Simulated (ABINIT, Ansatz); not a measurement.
# Quasiparticle gap of SiC (P6_3mc) in ABINIT

Aim: the G0W0 gap of SiC (P6_3mc) on PBE, step by step.

Calculated with ABINIT 10.8.3; PBE and many-body steps on it, plane waves.

**What was measured.**

- Gap 3.33 eV: band gap at cryogenic temperature; bulk crystal (literature value) (quoted in “Silicon carbide diodes for neutron detection”, 2020, arxiv:2009.14696).

This is a report of a sequence of runs, with most program output left out.

## Step 1: Set-up

Symmetry: P6_3mc, No. 186, hexagonal system. The conventional cell has a = 3.074 Å, b = 3.074 Å, c = 5.045 Å, α = 90.00°, β = 90.00°, γ = 120.00°. Si has 4 C at 1.88 to 1.90 Å nearest. C has 4 Si at 1.88 to 1.90 Å nearest. Farther neighbours are not listed.

Structure file:

```cif
data_structure
_symmetry_space_group_name_H-M 'P 1'
_symmetry_Int_Tables_number 1
_cell_length_a 3.0735
_cell_length_b 3.0735
_cell_length_c 5.0452
_cell_angle_alpha 90.000
_cell_angle_beta 90.000
_cell_angle_gamma 120.000
_cell_volume 41.27
loop_
_atom_site_label
_atom_site_type_symbol
_atom_site_fract_x
_atom_site_fract_y
_atom_site_fract_z
_atom_site_occupancy
Si1 Si 0.33333 0.66667 0.49960 1
Si2 Si 0.66667 0.33333 0.99960 1
C3 C 0.33333 0.66667 0.87540 1
C4 C 0.66667 0.33333 0.37540 1
```

The cell and positions are those that the Materials Project relaxed with its own functionals (PBE, PBE+U or r2SCAN), kept fixed.

## Step 2: Ground state

This step: ABINIT 10.8.3; DFT, PBE, plane waves, norm-conserving pseudopotentials.

The ground-state density comes first.

run.abi reads:

```
acell 3*1.0 Angstrom
rprim 
  3.073513928196 0.000000000001 0.000000000000
  -1.536756964099 2.661741140703 0.000000000000
  0.000000000000 0.000000000000 5.045247710000
ntypat 2
znucl 14 6
natom 4
typat 1 1 2 2
xred 
  0.333333333333 0.666666666667 0.499602400000
  0.666666666667 0.333333333333 0.999602400000
  0.333333333333 0.666666666667 0.875397600000
  0.666666666667 0.333333333333 0.375397600000
pp_dirpath "pseudos"
pseudos "Si.upf, C.upf"
ecut 37
ngkpt 6 6 4
nshiftk 1
shiftk 0 0 0
kptopt 1
chksymbreak 0
nband 14
occopt 1
tolvrs 1e-10
nstep 60
prtwf 0
optforces 0
optstress 0
indata_prefix "in"
outdata_prefix "out"
tmpdata_prefix "tmp"
```

On the command line:

```console
OMP_NUM_THREADS=1 mpirun -n 8 abinit run.abi > log
```

Wall time 5.3 s (8 MPI ranks of Arm Neoverse V1, shared host); peak memory 0.53 GiB.

Numbers from this step:

```yaml
total_energy: -558.8875 eV
gap: 2.275 eV
k_of_the_valence_top: 0, 0, 0
k_of_the_conduction_bottom: 0.3333, 0.3333, 0
least_direct_gap: 3.985 eV
```

The gap is indirect, with the least direct gap 1.71 eV higher.

## Step 3: Bands along the symmetry lines

The cheap functional maps the bands first; the places of the edges decide which points the dearer methods must see.

run.abi reads:

```
acell 3*1.0 Angstrom
rprim 
  3.073513928196 0.000000000001 0.000000000000
  -1.536756964099 2.661741140703 0.000000000000
  0.000000000000 0.000000000000 5.045247710000
ntypat 2
znucl 14 6
natom 4
typat 1 1 2 2
xred 
  0.333333333333 0.666666666667 0.499602400000
  0.666666666667 0.333333333333 0.999602400000
  0.333333333333 0.666666666667 0.875397600000
  0.666666666667 0.333333333333 0.375397600000
pp_dirpath "pseudos"
pseudos "Si.upf, C.upf"
ecut 37
iscf -2
irdden 1
kptopt 0
nkpt 75
kpt 
  0.00000000 0.00000000 0.00000000
  0.06250000 0.00000000 0.00000000
  0.12500000 0.00000000 0.00000000
  0.18750000 0.00000000 0.00000000
  0.25000000 0.00000000 0.00000000
  0.31250000 0.00000000 0.00000000
  0.37500000 0.00000000 0.00000000
  0.43750000 0.00000000 0.00000000
  0.50000000 0.00000000 0.00000000
  0.47916667 0.04166667 0.00000000
  0.45833333 0.08333333 0.00000000
  0.43750000 0.12500000 0.00000000
  0.41666666 0.16666666 0.00000000
  0.39583333 0.20833333 0.00000000
  0.37500000 0.25000000 0.00000000
  0.35416666 0.29166666 0.00000000
  0.33333333 0.33333333 0.00000000
  0.29166666 0.29166666 0.00000000
  0.25000000 0.25000000 0.00000000
  0.20833333 0.20833333 0.00000000
  0.16666666 0.16666666 0.00000000
  0.12500000 0.12500000 0.00000000
  0.08333333 0.08333333 0.00000000
  0.04166667 0.04166667 0.00000000
  0.00000000 0.00000000 0.00000000
  0.00000000 0.00000000 0.06250000
  0.00000000 0.00000000 0.12500000
  0.00000000 0.00000000 0.18750000
  0.00000000 0.00000000 0.25000000
  0.00000000 0.00000000 0.31250000
  0.00000000 0.00000000 0.37500000
  0.00000000 0.00000000 0.43750000
  0.00000000 0.00000000 0.50000000
  0.06250000 0.00000000 0.50000000
  0.12500000 0.00000000 0.50000000
  0.18750000 0.00000000 0.50000000
  0.25000000 0.00000000 0.50000000
  0.31250000 0.00000000 0.50000000
  0.37500000 0.00000000 0.50000000
  0.43750000 0.00000000 0.50000000
  0.50000000 0.00000000 0.50000000
  0.47916667 0.04166667 0.50000000
  0.45833333 0.08333333 0.50000000
  0.43750000 0.12500000 0.50000000
  0.41666666 0.16666666 0.50000000
  0.39583333 0.20833333 0.50000000
  0.37500000 0.25000000 0.50000000
  0.35416666 0.29166666 0.50000000
  0.33333333 0.33333333 0.50000000
  0.29166666 0.29166666 0.50000000
  0.25000000 0.25000000 0.50000000
  0.20833333 0.20833333 0.50000000
  0.16666666 0.16666666 0.50000000
  0.12500000 0.12500000 0.50000000
  0.08333333 0.08333333 0.50000000
  0.04166667 0.04166667 0.50000000
  0.00000000 0.00000000 0.50000000
  0.50000000 0.00000000 0.50000000
  0.50000000 0.00000000 0.43750000
  0.50000000 0.00000000 0.37500000
  0.50000000 0.00000000 0.31250000
  0.50000000 0.00000000 0.25000000
  0.50000000 0.00000000 0.18750000
  0.50000000 0.00000000 0.12500000
  0.50000000 0.00000000 0.06250000
  0.50000000 -0.00000000 0.00000000
  0.33333333 0.33333333 0.50000000
  0.33333333 0.33333333 0.43750000
  0.33333333 0.33333333 0.37500000
  0.33333333 0.33333333 0.31250000
  0.33333333 0.33333333 0.25000000
  0.33333333 0.33333333 0.18750000
  0.33333333 0.33333333 0.12500000
  0.33333333 0.33333333 0.06250000
  0.33333333 0.33333333 0.00000000
istwfk *1
nband 15
nbdbuf 2
tolwfr 1e-08
nstep 40
prtwf 0
prtvol 0
indata_prefix "in"
outdata_prefix "out"
tmpdata_prefix "tmp"
```

The job ended after 8.1 s (8 MPI ranks; peak memory 0.51 GiB).

This step gave:

```
gap                        : 2.275 eV
k of the valence top       : 0, 0, 0
k of the conduction bottom : 0.3333, 0.3333, 0
least direct gap           : 3.985 eV
```

The gap is 2.275 eV, as in the run before at this level.

The electronic bands at the labelled points (eV, zero at the top of the highest filled band; v1 is the highest filled band, c1 the lowest empty one):

```
    point     v4     v3     v2     v1    c1    c2    c3    c4
        Γ  -1.32  -0.11   0.00   0.00  4.82  6.22  6.68  6.68
  halfway  -2.97  -2.53  -1.02  -0.61  4.06  5.85  7.26  7.67
        M  -5.45  -3.33  -3.30  -1.20  2.79  4.23  6.90  7.14
  halfway  -5.40  -4.67  -3.37  -2.55  3.20  5.17  7.69  8.51
        K  -6.27  -4.05  -4.05  -3.84  2.28  8.18  8.87  8.87
  halfway  -4.15  -2.82  -1.45  -1.25  5.07  5.82  7.01  7.22
        Γ  -1.32  -0.11   0.00   0.00  4.82  6.22  6.68  6.68
  halfway  -1.15  -1.15  -0.22  -0.22  5.10  6.80  6.80  7.04
        A  -0.71  -0.71  -0.71  -0.71  5.91  5.91  7.37  7.37
  halfway  -2.96  -2.96  -1.72  -1.72  4.50  4.50  7.37  7.37
        L  -2.45  -2.45  -2.34  -2.34  3.29  3.29  5.27  5.27
  halfway  -4.26  -4.26  -1.92  -1.92  4.29  4.29  6.37  6.37
        H  -5.66  -5.66  -1.74  -1.74  5.08  5.08  6.02  6.02
  halfway  -3.02  -3.02  -2.50  -2.50  5.18  5.18  7.55  7.55
        A  -0.71  -0.71  -0.71  -0.71  5.91  5.91  7.37  7.37
jump to L  -2.45  -2.45  -2.34  -2.34  3.29  3.29  5.27  5.27
  halfway  -4.15  -3.10  -2.34  -1.63  3.11  3.27  6.64  7.05
        M  -5.45  -3.33  -3.30  -1.20  2.79  4.23  6.90  7.14
jump to H  -5.66  -5.66  -1.74  -1.74  5.08  5.08  6.02  6.02
  halfway  -6.47  -4.52  -2.82  -2.82  3.50  6.58  6.58  7.84
        K  -6.27  -4.05  -4.05  -3.84  2.28  8.18  8.87  8.87
```

## Step 4: Empty states on the mesh, 6×6×4 mesh, 127 bands

The sums over transitions need many empty states on a uniform mesh; this step solves for them.

run.abi reads:

```
acell 3*1.0 Angstrom
rprim 
  3.073513928196 0.000000000001 0.000000000000
  -1.536756964099 2.661741140703 0.000000000000
  0.000000000000 0.000000000000 5.045247710000
ntypat 2
znucl 14 6
natom 4
typat 1 1 2 2
xred 
  0.333333333333 0.666666666667 0.499602400000
  0.666666666667 0.333333333333 0.999602400000
  0.333333333333 0.666666666667 0.875397600000
  0.666666666667 0.333333333333 0.375397600000
pp_dirpath "pseudos"
pseudos "Si.upf, C.upf"
ecut 37
ngkpt 6 6 4
nshiftk 1
shiftk 0 0 0
kptopt 1
chksymbreak 0
irdden 1
istwfk *1
nband 127
prtvol 0
optdriver 6
gwr_task "HDIAGO"
paral_kgb 0
occopt 1
indata_prefix "in"
outdata_prefix "out"
tmpdata_prefix "tmp"
```

Run time: 63 s. Hardware: 8 MPI ranks; peak memory 4.3 GiB.

This step gave:

- gap: 2.275 eV
- k of the valence top: 0, 0, 0
- k of the conduction bottom: 0.3333, 0.3333, 0
- least direct gap: 3.985 eV
- k points computed: 21
- lowest point of the top converged band, above the valence top: 96.1246 eV

On this mesh the gap is 2.275 eV.

## Step 5: Screening, 6×6×4 mesh, 119 bands, screening to 179.6 eV

The RPA dielectric matrix is built and inverted for each q.

This step: RPA screening on PBE, plane waves, norm-conserving pseudopotentials.

run.abi, as its differences from that of step 4:

```diff
@@ -22,10 +22,11 @@
 chksymbreak 0
-irdden 1
 istwfk *1
-nband 127
-prtvol 0
-optdriver 6
-gwr_task "HDIAGO"
-paral_kgb 0
 occopt 1
+irdwfk 1
+optdriver 3
+nband 119
+ecuteps 6.6
+inclvkb 2
+awtr 1
+symchi 1
 indata_prefix "in"
```

Elapsed: 67 s, on 8 MPI ranks; peak memory 1.8 GiB.

Numbers from this step:

```
ε∞ with local fields, on this mesh, along the program's q direction : 6.853
the same without local fields                                       : 7.508
plasma frequency                                                    : 23.12 eV
plane waves in the screening matrix                                 : 245
```

Local fields lower ε∞ by 9 %.

## Step 6: Self-energy, 6×6×4 mesh, 119 bands, screening to 179.6 eV

The self-energy is evaluated for the states that the input lists, and the levels follow from it, in one-shot runs by the linearised quasiparticle equation.

This step: G0W0 on PBE, plane waves, norm-conserving pseudopotentials.

run.abi, as its differences from that of step 5:

```diff
@@ -25,8 +25,19 @@
 irdwfk 1
-optdriver 3
+optdriver 4
 nband 119
+gwcalctyp 0
+ecutsigx 37
+symsigma 1
+nkptgw 3
+kptgw 
+  0.0000000000 0.0000000000 0.0000000000
+  0.3333333333 0.3333333333 0.0000000000
+  0.5000000000 0.0000000000 0.0000000000
+bdgw 
+  7 10
+  6 10
+  7 10
 ecuteps 6.6
-inclvkb 2
-awtr 1
-symchi 1
+irdscr 1
+ppmodel 1
 indata_prefix "in"
```

It took 20 s on 8 MPI ranks; peak memory 1.9 GiB; 2.6 min of CPU time.

This step gave:

```
G0W0 gap on the points computed              : 2.917 eV
starting gap on the mesh                     : 2.275 eV
k of the valence top                         : 0, 0, 0
k of the conduction bottom                   : 0.3333, 0.3333, 0
Z at the valence top                         : 0.793
Z at the conduction bottom                   : 0.825
least direct G0W0 gap on the computed points : 4.857 eV
```

The gap on the mesh goes from 2.28 eV to 2.92 eV, a correction of +0.64 eV.

Limits: finite bands, cutoff and mesh. v1 is the top filled band, c1 the lowest empty one. Levels before and after the correction, in eV, zero at the valence-band top of each column:

|  | conduction bottom | valence top |
| --- | --- | --- |
| Kohn-Sham | 2.28 | 0.00 |
| G0W0 | 2.92 | 0.00 |

|  | level | energy (eV) |
| --- | --- | --- |
| Kohn-Sham | Γ v2-v1 | 0.000 |
| Kohn-Sham | Γ c1 | 4.820 |
| Kohn-Sham | Γ c2 | 6.220 |
| Kohn-Sham | (0.333 0.333 0) v3-v2 | -4.053 |
| Kohn-Sham | (0.333 0.333 0) v1 | -3.842 |
| Kohn-Sham | (0.333 0.333 0) c1 | 2.275 |
| Kohn-Sham | (0.333 0.333 0) c2 | 8.182 |
| G0W0 | Γ v2-v1 | 0.000 |
| G0W0 | Γ c1 | 5.676 |
| G0W0 | Γ c2 | 7.058 |
| G0W0 | (0.333 0.333 0) v3-v2 | -4.440 |
| G0W0 | (0.333 0.333 0) v1 | -4.233 |
| G0W0 | (0.333 0.333 0) c1 | 2.917 |
| G0W0 | (0.333 0.333 0) c2 | 9.253 |

## Step 7: Where the time went

Times are wall times on 8 MPI ranks of Arm Neoverse V1, shared host, good to a factor of about two.

| step | time | share | memory (GiB) |
| --- | --- | --- | --- |
| ground state | 5.3 s | 3 % | 0.53 |
| bands along the symmetry lines | 8.1 s | 5 % | 0.51 |
| empty states on the mesh | 63 s | 39 % | 4.3 |
| screening | 67 s | 41 % | 1.8 |
| self-energy | 20 s | 12 % | 1.9 |

## Step 8: Outcome

```json
{
  "PBE gap": "2.28 eV, indirect",
  "G0W0 gap on the mesh": "2.92 eV",
  "GW settings": "6×6×4 mesh, 119 bands, screening to 179.6 eV, Godby-Needs plasmon pole",
  "known limits": "not at the basis limit"
}
```

In words: G0W0 moves the gap on the mesh from 2.28 eV to 2.92 eV (+0.64 eV), with Z of 0.79 and 0.82 at the edges. Local fields lower the RPA ε∞ on this mesh from 7.51 to 6.85. Only 3 of the mesh's irreducible points were corrected, so a valley elsewhere could overtake. Against experiment, by G0W0@PBE: the gap of 2.92 eV lies −0.41 eV from the measured 3.33 eV (kind not stated, quoted 2020). The calculation has static nuclei and no excitons; a measured gap holds zero-point and thermal motion, which mostly lowers it. Bands and cutoff are finite, so the gap is not at the basis limit. The miss can reach some tenths of an eV and take either sign; the mesh is an error of its own. In the G0W0 run levels were corrected at 3 k points alone, so a gap called «on the mesh» is the least over those, and an edge elsewhere would be missed.

[Paths, hosts, dates, memory and timing lines, banners, echoed tables and standing remarks are left out of the program output.]

[Logs are printed without paths, hosts, clocks, repeated set-up lines and the standing remarks that a program may print on its own settings, such as how far it seeks lower states.]

[Runs of the session that timed out or met a known fault of the program may be left out.]

[Hosts, paths, dates, database ids (printed as entryN), source tags and the programs' standing remarks are cut or masked in the printed files.]

[G0W0 gaps are taken among the corrected bands and points alone; a level outside them can change the order at an edge.]

[Where Ansatz stands beside ABINIT at settings called matched, ABINIT's density can come from a denser mesh and the files from another edition; pairs whose starting gaps differed by over 0.03 eV were left out, so agreement reads better than it is.]
